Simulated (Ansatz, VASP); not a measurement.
# Ti2O in VASP and in Ansatz

The input POSCAR:

```
Ti2O
1.0
    2.9193980238      0.0000000000      0.0000000000
   -1.4596990119      2.5282728524      0.0000000000
    0.0000000000      0.0000000000      4.7130000000
Ti O
2 1
Direct
    0.6666666667      0.3333333333      0.2787400000
    0.3333333333      0.6666666667      0.7212600000
    0.0000000000      0.0000000000      0.0000000000
```

Contents of INCAR.step1:

```
SYSTEM = Ti2O
PREC     = Accurate       ! precision mode
ENCUT    = 520            ! plane-wave cutoff, eV
ISMEAR   = 0              ! smearing method
SIGMA    = 0.1            ! smearing width, eV
LREAL    = .FALSE.        ! projectors in reciprocal space
LASPH    = .TRUE.         ! aspherical terms in the spheres
NELM     = 150            ! most SCF steps
ISPIN    = 2              ! spin polarisation
MAGMOM   = 1 1 0          ! initial moments
LMAXMIX  = 4              ! l up to which the mixer works
NBANDS   = 26             ! bands
GGA      = PE             ! functional
ALGO     = Normal         ! electronic algorithm
EDIFF    = 1E-4           ! SCF threshold, eV
LWAVE    = .TRUE.         ! write WAVECAR
LCHARG   = .FALSE.        ! write CHGCAR
```

Contents of INCAR.step2:

```
SYSTEM = Ti2O
PREC     = Accurate       ! precision mode
ENCUT    = 520            ! plane-wave cutoff, eV
EDIFF    = 1E-6           ! SCF threshold, eV
ISMEAR   = 0              ! smearing method
SIGMA    = 0.1            ! smearing width, eV
LREAL    = .FALSE.        ! projectors in reciprocal space
LASPH    = .TRUE.         ! aspherical terms in the spheres
NELM     = 150            ! most SCF steps
ALGO     = Normal         ! electronic algorithm
ISIF     = 2              ! what is computed and relaxed
LWAVE    = .FALSE.        ! write WAVECAR
LCHARG   = .TRUE.         ! write CHGCAR
ISPIN    = 2              ! spin polarisation
MAGMOM   = 1 1 0          ! initial moments
LORBIT   = 11             ! projections on sites
LMAXMIX  = 4              ! l up to which the mixer works
METAGGA  = R2SCAN         ! meta-GGA
LMIXTAU  = .TRUE.       
LELF     = .TRUE.         ! ELF
LVHAR    = .TRUE.       
NBANDS   = 26             ! bands
ISTART   = 1
```

File KPOINTS:

```
regular mesh
0
G
  6 6 4
  0 0 0
```

Input for Ansatz:

```yaml
crystal:
  lattice:
    - [2.9193980238, 0.0, 0.0]
    - [-1.4596990119, 2.5282728524, 0.0]
    - [0.0, 0.0, 4.713]
  atoms:
    - { symbol: Ti, position: [0.6666666667, 0.3333333333, 0.27874], spin: 1.0 }
    - { symbol: Ti, position: [0.3333333333, 0.6666666667, 0.72126], spin: 1.0 }
    - { symbol: O, position: [0.0, 0.0, 0.0] }
basis:
  ecutwfc: 500
kpoints:
  mp_grid: { grid: [6, 6, 4] }
hamiltonian:
  xc: r2scan
scf:
  occupations: { method: gaussian, width: 0.1 }
  lower_state_search: "off"
output:
  forces: true
  stress: true
  eigenvalues: true
  populations: true
magnetization:
  spin_polarized: true
```

Alike in both runs: task single point; functional r2SCAN; k mesh 6 × 6 × 4; occupations gaussian, width 0.1 eV; collinear spin.

```csv
,VASP,Ansatz
version,VASP 6.6.1,Ansatz 0.2.0
potentials or method,"VASP PAW PBE potentials, release 64 (Ti_sv, O)","scalar-relativistic, plane waves, PAW"
plane-wave cutoff (eV),520,500
valence electrons in the cell,30,30
```

Ansatz gave:

| Property | Result |
| --- | --- |
| gap on the k mesh at the Fermi level (eV) | none |
| pressure (GPa) | 9.1 |
| largest component of the traceless stress (GPa) | 4.76 |
| rms of the force components (eV/Å) | 0.442 |
| net moment per atom (μB) | 0.00 |

What did VASP give for the same quantities?

gap on the k mesh at the Fermi level (eV): none; pressure (GPa): 10.2; largest component of the traceless stress (GPa): 4.82; rms of the force components (eV/Å): 0.423; net moment per atom (μB): 0.00.

Atom by atom the forces differ by 0.019 eV/Å (rms over components). A gap of «none» marks a metal or a gap that the smearing closes. Ansatz warned: «seeded_moment_not_kept».

Caveats: the k mesh is coarse (spacing up to 0.41 Å⁻¹), so the values aren't converged; the PAW data sets were made with another functional, which shifts forces and pressure a little (VASP); semilocal functionals often make such compounds metallic where correlation or magnetic order opens a gap, which also shifts bond lengths.
